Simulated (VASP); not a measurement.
# GaP (F-43m) in VASP: notebook

One crystal, GaP, is run at these levels: PBEsol; tasks: single point, relaxation of cell and atoms.

Everything below comes from runs of VASP 6.6.1. Logs are shortened: lines on timing, memory, paths and dates and some standing lists are left out, and cuts for length are marked.

**Measured values to compare with.**

“Stacking defects in GaP nanowires: Electronic structure and optical properties”, 2018, arxiv:1810.01194 quotes, for a bulk crystal of GaP at 10 K: band gap 2.34 eV (indirect).

The results are compared with them further down.

## (1) Starting point

Symmetry: F-43m, No. 216, cubic system. Conventional cell: a = 5.438 Å, b = 5.438 Å, c = 5.438 Å, α = 90.00°, β = 90.00°, γ = 90.00°. P (site symmetry -43m) has 4 Ga at 2.35 Å as nearest neighbours. Ga (site symmetry -43m) has 4 P at 2.35 Å as nearest neighbours.

## (2) Single point, PBEsol

INCAR

```
SYSTEM = GaP
ALGO = Fast ; EDIFF = 1E-7
ENCUT = 520 ; GGA = PS
ISIF = 2 ; ISMEAR = 0
LASPH = .TRUE. ; LCHARG = .FALSE.
LREAL = .FALSE. ; LWAVE = .FALSE.
NBANDS = 16 ; NELM = 100
PREC = Accurate ; SIGMA = 0.02
```

KPOINTS

```
k-points
0
G
  8 8 8
  0 0 0
```

POSCAR

```
GaP
1.0
    0.0000000000     -2.7192250729     -2.7192250729
    2.7192250729      0.0000000000     -2.7192250729
    2.7192250729     -2.7192250729      0.0000000000
P Ga
1 1
Direct
    0.5000000000      0.5000000000      0.5000000000
    0.7500000000      0.7500000000      0.7500000000
```

Potentials or basis: VASP PAW PBE potentials, release 64 (P, Ga_d).

Started as:

```
$ cat potpaw_PBE.64/P/POTCAR potpaw_PBE.64/Ga_d/POTCAR > POTCAR
$ mpirun -np 1 vasp_std > vasp.out
```

OUTCAR:

```text
SYSTEM = GaP
   EDIFF = 1E-7
   ENCUT = 520
   GGA = PS
   ISIF = 2
   ISMEAR = 0
   LASPH = .TRUE.
   LREAL = .FALSE.
   NELM = 100
   PREC = Accurate

 ion  position               nearest neighbor table
   1  0.500  0.500  0.500-   2 2.35   2 2.35   2 2.35   2 2.35
   2  0.750  0.750  0.750-   1 2.35   1 2.35   1 2.35   1 2.35

  LATTYP: Found a face centered cubic cell.
 ALAT       =     5.4384501458

  Lattice vectors:

 A1 = (   0.0000000000,  -2.7192250729,  -2.7192250729)
 A2 = (   2.7192250729,   0.0000000000,  -2.7192250729)
 A3 = (   2.7192250729,  -2.7192250729,   0.0000000000)

Analysis of symmetry for initial positions (statically):
=====================================================================
 Subroutine PRICEL returns:
 Original cell was already a primitive cell.

 Routine SETGRP: Setting up the symmetry group for a
 face centered cubic supercell.

 Subroutine GETGRP returns: Found 24 space group operations
 (whereof 24 operations were pure point group operations)
 out of a pool of 48 trial point group operations.

The static configuration has the point symmetry T_d .

Analysis of symmetry for dynamics (positions and initial velocities):
=====================================================================
 Subroutine PRICEL returns:
 Original cell was already a primitive cell.

 Routine SETGRP: Setting up the symmetry group for a
 face centered cubic supercell.

 Subroutine GETGRP returns: Found 24 space group operations
 (whereof 24 operations were pure point group operations)
 out of a pool of 48 trial point group operations.

The dynamic configuration has the point symmetry T_d .

 Subroutine INISYM returns: Found 24 space group operations
 (whereof 24 operations are pure point group operations),
 and found     1 'primitive' translations

----------------------------------------------------------------------------------------

                                     Primitive cell

  volume of cell :      40.2129

  direct lattice vectors                    reciprocal lattice vectors
     0.000000000 -2.719225073 -2.719225073    -0.183875916 -0.183875916 -0.183875916
     2.719225073  0.000000000 -2.719225073     0.183875916  0.183875916 -0.183875916
     2.719225073 -2.719225073  0.000000000     0.183875916 -0.183875916  0.183875916

  length of vectors
     3.845564977  3.845564977  3.845564977     0.318482428  0.318482428  0.318482428

  position of ions in fractional coordinates (direct lattice)
     0.500000000  0.500000000  0.500000000
     0.750000000  0.750000000  0.750000000

  ion indices of the primitive-cell ions
   primitive index   ion index
                 1           1
                 2           2

----------------------------------------------------------------------------------------

 KPOINTS: k-points

Automatic generation of k-mesh.
 Grid dimensions read from file:
 generate k-points for:    8    8    8

 Generating k-lattice:

  Cartesian coordinates                     Fractional coordinates (reciprocal lattice)
    -0.022984489 -0.022984489 -0.022984489     0.125000000  0.000000000  0.000000000
     0.022984489  0.022984489 -0.022984489     0.000000000  0.125000000  0.000000000
     0.022984489 -0.022984489  0.022984489     0.000000000  0.000000000  0.125000000

  Length of vectors
     0.039810304  0.039810304  0.039810304

  Shift w.r.t. Gamma in fractional coordinates (k-lattice)
     0.000000000  0.000000000  0.000000000

 Subroutine IBZKPT returns following result:
 ===========================================

 Found     29 irreducible k-points:

 Following reciprocal coordinates:
            Coordinates               Weight
  0.000000  0.000000  0.000000      1.000000
  0.125000  0.000000  0.000000      8.000000
  0.250000  0.000000  0.000000      8.000000
  0.375000  0.000000  0.000000      8.000000
  0.500000  0.000000  0.000000      4.000000
  0.125000  0.125000  0.000000      6.000000
[... 16 lines left out ...]
  0.500000  0.250000  0.125000     48.000000
 -0.375000  0.250000  0.125000     24.000000
 [... further k-points ...]
   k-points           NKPTS =     29   k-points in BZ     NKDIM =     29   number of bands    NBANDS=     16
   number of dos      NEDOS =    301   number of ions     NIONS =      2
   total plane-waves  NPLWV =  27000
   dimension x,y,z NGX =    30 NGY =   30 NGZ =   30
   dimension x,y,z NGXF=    60 NGYF=   60 NGZF=   60
   ions per type =               1   1
   NGX,Y,Z   is equivalent  to a cutoff of  12.97, 12.97, 12.97 a.u.
   NGXF,Y,Z  is equivalent  to a cutoff of  25.94, 25.94, 25.94 a.u.
 SYSTEM =  GaP
   PREC   = accura    normal or accurate (medium, high low for compatibility)
   ISTART =      0    job   : 0-new  1-cont  2-samecut
   ICHARG =      2    charge: 1-file 2-atom 10-const
   ISPIN  =      1    spin polarized calculation?
   LNONCOLLINEAR =      F non collinear calculations
   LSORBIT =      F    spin-orbit coupling
   LASPH  =      T    aspherical Exc in radial PAW
   ENCUT  =  520.0 eV  38.22 Ry    6.18 a.u.   7.15  7.15  7.15*2*pi/ulx,y,z
   NELM   =    100;   NELMIN=  2; NELMDL= -5     # of ELM steps
   EDIFF  = 0.1E-06   stopping-criterion for ELM
   LREAL  =      F    real-space projection
   EDIFFG = 0.1E-05   stopping-criterion for IOM
   NSW    =      0    number of steps for IOM
   IBRION =     -1    ionic relax: 0-MD 1-quasi-New 2-CG
   NFREE  =      0    steps in history (QN), initial steepest desc. (CG)
   ISIF   =      2    stress and relaxation
   ISYM   =      2    0-nonsym 1-usesym 2-fastsym
   POTIM  = 0.5000    time-step for ionic-motion
   TEBEG  =    0.0;   TEEND  =   0.0 temperature during run
   PSTRESS=    0.0 pullay stress
   NELECT =      18.0000    total number of electrons
   NUPDOWN=      -1.0000    fix difference up-down
   EMIN   =  10.00;   EMAX   =-10.00  energy-range for DOS
   EFERMI =   0.00;   METHOD = LEGACY
   ISMEAR =     0;   SIGMA  =   0.02  broadening in eV -4-tet -1-fermi 0-gaus
   EFERMI_NEDOS =   21; number of points for ismear=-14 and -15
   IALGO  =     68    algorithm
   IMIX   =      4    mixing-type and parameters
     AMIX     =   0.40;   BMIX     =  1.00
     AMIX_MAG =   1.60;   BMIX_MAG =  1.00
  volume/ion in A,a.u.               =      20.11       135.69
  Fermi-wavevector in a.u.,A,eV,Ry     =   1.252306  2.366515 21.337618  1.568271
  Thomas-Fermi vector in A             =   2.386213
   LORBIT       =      0    0 simple, 1 ext, 2 COOP (PROOUT), +10 PAW based schemes
   GGA     = PS    functional components
   LHFCALC =     F    Hartree Fock is set to
   AEXX    =    0.0000 exact exchange contribution
   IVDW    =     0    specifies the selected vdW correction
   LEPSILON=     F    determine dielectric tensor
   LRPA    =     F    only Hartree local field effects (RPA)
 non-spin polarized calculation
 RMM-DIIS sequential band-by-band and
 Gauss-broadening in eV      SIGMA  =   0.02
  energy-cutoff  :      520.00
  volume of cell :       40.21
 maximum number of plane-waves:      1106
 NGX is ok and might be reduce to    30
   NGX = 15   NGY = 15   NGZ = 15

 number of electron      17.9999987 magnetization

 Free energy of the ion-electron system (eV)
  ---------------------------------------------------
  ext. energy  EPLUGINS =         0.00000000
  ---------------------------------------------------
  free energy    TOTEN  =        -9.92109330 eV

  energy without entropy =       -9.92109330  energy(sigma->0) =       -9.92109330

 E-fermi :   4.7596     XC(G=0): -10.0511

 val. band max:        4.6367584574   @ k =   0.0000   0.0000   0.0000
 cond. band min:       6.1397303764   @ k =   0.5000   0.5000   0.0000
 fundamental gap:      1.5029719190
 Fermi energy:         4.7596106264

 k-point     1 :       0.0000    0.0000    0.0000
  band No.  band energies     occupation
      1      -9.9162      2.00000
      2      -9.9162      2.00000
      3      -9.9162      2.00000
      4      -9.8135      2.00000
      5      -9.8135      2.00000
      6      -7.9377      2.00000
[... 8 lines left out ...]
     15      14.4178      0.00000
     16      14.4178      0.00000

 k-point     2 :       0.1250    0.0000    0.0000
  band No.  band energies     occupation
      1      -9.9306      2.00000
      2      -9.9114      2.00000
      3      -9.9114      2.00000
      4      -9.8135      2.00000
      5      -9.8135      2.00000
      6      -7.7321      2.00000
[... 8 lines left out ...]
     15      13.7564      0.00000
     16      14.1540      0.00000

 k-point     3 :       0.2500    0.0000    0.0000
  band No.  band energies     occupation
      1      -9.9620      2.00000
      2      -9.9010      2.00000
      3      -9.9010      2.00000
      4      -9.8122      2.00000
      5      -9.8122      2.00000
      6      -7.1490      2.00000
[... 8 lines left out ...]
     15      13.5627      0.00000
     16      14.3681      0.00000

 k-point     4 :       0.3750    0.0000    0.0000
  band No.  band energies     occupation
      1      -9.9900      2.00000
      2      -9.8931      2.00000
      3      -9.8931      2.00000
      4      -9.8084      2.00000
      5      -9.8084      2.00000
      6      -6.3316      2.00000
[... 8 lines left out ...]
     15      14.7808      0.00000
     16      14.7808      0.00000

 k-point     5 :       0.5000    0.0000    0.0000
  band No.  band energies     occupation
      1     -10.0010      2.00000
      2      -9.8907      2.00000
      3      -9.8907      2.00000
      4      -9.8059      2.00000
      5      -9.8059      2.00000
      6      -5.8251      2.00000
[... 8 lines left out ...]
     15      16.3258      0.00000
     16      16.3258      0.00000

 k-point     6 :       0.1250    0.1250    0.0000
  band No.  band energies     occupation
      1      -9.9396      2.00000
      2      -9.9068      2.00000
      3      -9.9068      2.00000
      4      -9.8178      2.00000
      5      -9.8102      2.00000
      6      -7.6639      2.00000
[... 8 lines left out ...]
     15      14.5306      0.00000
     16      14.6644      0.00000

 k-point     7 :       0.2500    0.1250    0.0000
  band No.  band energies     occupation
      1      -9.9643      2.00000
      2      -9.8980      2.00000
      3      -9.8959      2.00000
      4      -9.8211      2.00000
      5      -9.8071      2.00000
      6      -7.2057      2.00000
[... 8 lines left out ...]
     15      14.6398      0.00000
     16      15.6181      0.00000

 k-point     8 :       0.3750    0.1250    0.0000
  band No.  band energies     occupation
      1      -9.9887      2.00000
      2      -9.8912      2.00000
      3      -9.8869      2.00000
      4      -9.8193      2.00000
      5      -9.8042      2.00000
      6      -6.4485      2.00000
[... 8 lines left out ...]
     15      15.3496      0.00000
     16      15.5087      0.00000

 k-point     9 :       0.5000    0.1250    0.0000
  band No.  band energies     occupation
      1     -10.0020      2.00000
      2      -9.8883      2.00000
      3      -9.8839      2.00000
      4      -9.8131      2.00000
      5      -9.8046      2.00000
      6      -5.7462      2.00000
[... 8 lines left out ...]
     15      16.3271      0.00000
     16      16.5157      0.00000
[... 172 lines left out ...]
 k-point    19 :       0.5000    0.3750    0.0000
  band No.  band energies     occupation
      1     -10.0291      2.00000
      2      -9.8589      2.00000
      3      -9.8539      2.00000
      4      -9.8436      2.00000
      5      -9.7943      2.00000
      6      -5.1302      2.00000
[... 8 lines left out ...]
     15      16.6655      0.00000
     16      17.8549      0.00000

 k-point    20 :      -0.3750    0.3750    0.0000
  band No.  band energies     occupation
      1     -10.0209      2.00000
      2      -9.8691      2.00000
      3      -9.8581      2.00000
      4      -9.8338      2.00000
      5      -9.8009      2.00000
      6      -4.9393      2.00000
[... 8 lines left out ...]
     15      15.0131      0.00000
     16      19.3029      0.00000

 k-point    21 :       0.5000    0.5000    0.0000
  band No.  band energies     occupation
      1     -10.0372      2.00000
      2      -9.8512      2.00000
      3      -9.8488      2.00000
      4      -9.8488      2.00000
      5      -9.7910      2.00000
      6      -4.9049      2.00000
[... 8 lines left out ...]
     15      17.0678      0.00000
     16      17.6128      0.00000

 k-point    22 :       0.3750    0.2500    0.1250
  band No.  band energies     occupation
      1      -9.9856      2.00000
      2      -9.8888      2.00000
      3      -9.8846      2.00000
      4      -9.8249      2.00000
      5      -9.8041      2.00000
      6      -6.6530      2.00000
[... 8 lines left out ...]
     15      15.7363      0.00000
     16      16.9458      0.00000

 k-point    23 :       0.5000    0.2500    0.1250
  band No.  band energies     occupation
      1     -10.0013      2.00000
      2      -9.8850      2.00000
      3      -9.8752      2.00000
      4      -9.8227      2.00000
      5      -9.8043      2.00000
      6      -5.8817      2.00000
[... 8 lines left out ...]
     15      16.1152      0.00000
     16      17.4177      0.00000

 k-point    24 :      -0.3750    0.2500    0.1250
  band No.  band energies     occupation
      1     -10.0071      2.00000
      2      -9.8845      2.00000
      3      -9.8719      2.00000
      4      -9.8190      2.00000
      5      -9.8060      2.00000
      6      -5.4109      2.00000
[... 8 lines left out ...]
     15      16.5606      0.00000
     16      17.1146      0.00000

 [... further k-points ...]

------------------------ aborting loop because EDIFF is reached ----------------------------------------

  FORCE on cell =-STRESS in cart. coord.  units (eV):
  Direction    XX          YY          ZZ          XY          YZ          ZX
  --------------------------------------------------------------------------------------
  -------------------------------------------------------------------------------------
  Total        0.0028553      0.0028553      0.0028553      0.0000000      0.0000000     -0.0000000
  in kB        0.1137601      0.1137601      0.1137601      0.0000000      0.0000000     -0.0000000
  external PRESSURE =       0.1137601 kB  Pullay stress =       0.0000000 kB

 VOLUME and BASIS-vectors are now :
 -----------------------------------------------------------------------------
  energy-cutoff  :      520.00
  volume of cell :       40.21
      direct lattice vectors                 reciprocal lattice vectors
     0.000000000 -2.719225073 -2.719225073    -0.183875916 -0.183875916 -0.183875916
     2.719225073  0.000000000 -2.719225073     0.183875916  0.183875916 -0.183875916
     2.719225073 -2.719225073  0.000000000     0.183875916 -0.183875916  0.183875916

 POSITION                                       TOTAL-FORCE (eV/Angst)
 -----------------------------------------------------------------------------------
      2.71923     -2.71923     -2.71923         0.000000     -0.000000     -0.000000
      4.07884     -4.07884     -4.07884        -0.000000      0.000000      0.000000
 -----------------------------------------------------------------------------------
    total drift:                               -0.000000      0.000000      0.000000

  FREE ENERGIE OF THE ION-ELECTRON SYSTEM (eV)
  ---------------------------------------------------
  free  energy   TOTEN  =        -9.9210932971 eV

  energy  without entropy=       -9.9210932971  energy(sigma->0) =       -9.92109330
```

Wall time 26 s (1 thread of Intel Xeon Platinum 8488C (Sapphire Rapids), shared host); peak memory 0.16 GiB.

What came out:

* Free energy: -9.9211 eV
* Pressure: 0.0 GPa
* Band gap on the k mesh: 1.50 eV, indirect (least direct gap 1.80 eV)

Caveat: the PAW data sets were made with another functional, which shifts forces and pressure a little.

## (3) Relaxation of cell and atoms, PBEsol

This run uses another cell than the first one, of 20.24 Å³/atom, 1.007 times its volume.

INCAR

```
SYSTEM = GaP
ALGO = Normal
EDIFF = 1E-7
EDIFFG = -0.005
ENCUT = 600
GGA = PS
IBRION = 2
ISIF = 3
ISMEAR = 0
LASPH = .True.
LCHARG = .False.
LREAL = .False.
LWAVE = .False.
NELM = 80
NSW = 100
PREC = Accurate
SIGMA = 0.02
```

KPOINTS

```
k-points
0
Gamma
  8 8 8
  0 0 0
```

POSCAR

```
GaP
1.0
    0.0000000000     -2.7252500000     -2.7252500000
    2.7252500000      0.0000000000     -2.7252500000
    2.7252500000     -2.7252500000      0.0000000000
P Ga
1 1
Direct
    0.5000000000      0.5000000000      0.5000000000
    0.7500000000      0.7500000000      0.7500000000
```

Potentials or basis: VASP PAW PBE potentials, release 64 (P, Ga_d).

Started as:

```
$ cat potpaw_PBE.64/P/POTCAR potpaw_PBE.64/Ga_d/POTCAR > POTCAR
$ mpirun -np 1 vasp_std > vasp.out
```

OUTCAR:

```text
SYSTEM = GaP
   EDIFF = 1E-7
   EDIFFG = -0.005
   ENCUT = 600
   GGA = PS
   IBRION = 2
   ISIF = 3
   ISMEAR = 0
   LASPH = .True.
   LREAL = .False.
   NELM = 80
   NSW = 100
   PREC = Accurate

 ion  position               nearest neighbor table
   1  0.500  0.500  0.500-   2 2.36   2 2.36   2 2.36   2 2.36
   2  0.750  0.750  0.750-   1 2.36   1 2.36   1 2.36   1 2.36

  LATTYP: Found a face centered cubic cell.
 ALAT       =     5.4505000000

  Lattice vectors:

 A1 = (   0.0000000000,  -2.7252500000,  -2.7252500000)
 A2 = (   2.7252500000,   0.0000000000,  -2.7252500000)
 A3 = (   2.7252500000,  -2.7252500000,   0.0000000000)

Analysis of symmetry for initial positions (statically):
=====================================================================
[... 270 lines left out ...]
      5      -9.8056      2.00000
      6      -7.9353      2.00000
      7       4.6461      2.00000
      8       4.6461      2.00000
      9       4.6461      2.00000
     10       6.4587      0.00000
     11       8.4707      0.00000
     12       8.4707      0.00000
     13       8.4707      0.00000
[... 354 lines left out ...]
  band No.  band energies     occupation
      1      -9.9999      2.00000
      2      -9.8769      2.00000
      3      -9.8642      2.00000
      4      -9.8112      2.00000
      5      -9.7981      2.00000
      6      -5.4049      2.00000
      7      -1.8636      2.00000
      8       1.3773      2.00000
      9       2.6633      2.00000
     10       8.0613      0.00000
     11       8.8341      0.00000
     12      11.0773      0.00000
     13      12.5061      0.00000

 [... further k-points ...]

------------------------ aborting loop because EDIFF is reached ----------------------------------------

  FORCE on cell =-STRESS in cart. coord.  units (eV):
  Direction    XX          YY          ZZ          XY          YZ          ZX
  --------------------------------------------------------------------------------------
  -------------------------------------------------------------------------------------
  Total       -0.0010477     -0.0010477     -0.0010477      0.0000000     -0.0000000     -0.0000000
  in kB       -0.0417802     -0.0417802     -0.0417802      0.0000000     -0.0000000     -0.0000000
  external PRESSURE =      -0.0417802 kB  Pullay stress =       0.0000000 kB
[... 17 lines left out ...]
  FREE ENERGIE OF THE ION-ELECTRON SYSTEM (eV)
  ---------------------------------------------------
  free  energy   TOTEN  =        -9.9211572189 eV

  energy  without entropy=       -9.9211572189  energy(sigma->0) =       -9.92115722

 reached required accuracy - stopping structural energy minimisation
```

Wall time 35 s (1 thread of Intel Xeon Platinum 8488C (Sapphire Rapids), shared host); peak memory 0.19 GiB.

Results:

| Quantity | Value |
| --- | --- |
| Free energy | -9.9212 eV |
| Relaxed volume | 20.09 Å³/atom |
| Relaxed cell | a = 3.844 Å, b = 3.844 Å, c = 3.844 Å, α = 60.00°, β = 60.00°, γ = 60.00° |
| Space group after relaxing (to 0.05 Å) | F-43m (No. 216) |
| Energy gained by relaxing | 0.3 meV/atom |
| Ionic steps | 3 |
| Pressure after relaxing | 0.0 GPa |
| Band gap on the k mesh | 1.50 eV, indirect (least direct gap 1.81 eV) |

Step by step:
```tsv
step	energy change (eV)	largest force (eV/Å)	pressure (GPa)	volume (Å³)
1	0.0000	0.0000	-0.63	40.48
2	-0.0004	0.0000	0.36	40.02
3	-0.0006	0.0000	0.00	40.18
```

Final structure:
```
CELL_PARAMETERS angstrom
0.00000 -2.71839 -2.71839
2.71839 0.00000 -2.71839
2.71839 -2.71839 0.00000
ATOMIC_POSITIONS crystal
P 0.50000 0.50000 0.50000
Ga 0.75000 0.75000 0.75000
```

Caveat: the PAW data sets were made with another functional, which shifts forces and pressure a little. A k mesh can miss the band edges.

(Part 1 of 2 ends here.)
